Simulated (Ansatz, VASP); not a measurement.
Li in VASP and in Ansatz

File INCAR:

```
SYSTEM = Li
ALGO = Normal
EDIFF = 1E-7
EDIFFG = -0.01
ENCUT = 600
GGA = PE
IBRION = 2
ISIF = 3
ISMEAR = -1
LASPH = .True.
LCHARG = .False.
LREAL = .False.
LWAVE = .False.
NELM = 80
NSW = 60
PREC = Accurate
PSTRESS = 0
SIGMA = 0.05
```

The input KPOINTS:

```
k-points
0
Gamma
  10 10 10
  0 0 0
```

File POSCAR:

```
Li
1.0
    2.9357600000      0.0000000000      0.0000000000
   -1.4678800000      2.5424500000      0.0000000000
    0.0000000000      0.0000000000      2.7146800000
Li
1
Direct
    0.0000000000      0.0000000000      0.0000000000
```

File input.yaml:

```yaml
crystal:
  lattice:
    - [2.93576, 0.0, 0.0]
    - [-1.46788, 2.54245, 0.0]
    - [0.0, 0.0, 2.71468]
  atoms:
    - { symbol: Li, position: [0.0, 0.0, 0.0] }
hamiltonian:
  xc: pbe
  pseudopotentials: { kind: paw }
kpoints:
  mp_grid: { grid: [10, 10, 10] }
scf:
  occupations: { method: fermi_dirac, width: 0.05 }
output:
  forces: true
  stress: true
  eigenvalues: true
relax:
  f_tol: 0.01
  max_steps: 40
  cell: { stress_tol: 0.05 }
```

The cell was built by a generator and needn't be a form met in nature.

Alike in both runs: task relaxation of cell and atoms; functional PBE; k mesh 10 × 10 × 10; occupations fermi-dirac, width 0.05 eV; no spin polarisation.

|  | VASP | Ansatz |
| --- | --- | --- |
| version | VASP 6.6.1 | Ansatz 0.2.0 |
| potentials or method | VASP PAW PBE potentials, release 64 (Li_sv) | Ansatz PAW |
| plane-wave cutoff (eV) | 600 | 420 |
| valence electrons in the cell | 3 | 3 |

Ansatz gave:

- gap on the k mesh at the Fermi level, each at its own relaxed structure (eV): none
- relaxed volume (Å³/atom): 20.17
- relaxed cell length with the largest relative difference (Å): 2.675
- energy change over the relaxation (meV/atom): -1

Task: Estimate VASP's values.

Result: gap on the k mesh at the Fermi level, each at its own relaxed structure (eV): none; relaxed volume (Å³/atom): 19.94; relaxed cell length with the largest relative difference (Å): 2.665; energy change over the relaxation (meV/atom): -1.

A gap of «none» marks a metal or a gap that the smearing closes.

Caveats: the cutoff is under 1.25 times the usual one of these potentials, so pressure, stress and relaxed cells hold a basis-set (Pulay) error (VASP); the plane-wave basis is chosen anew once the cell has moved, so the energies of steps on either side of that aren't comparable (Ansatz).
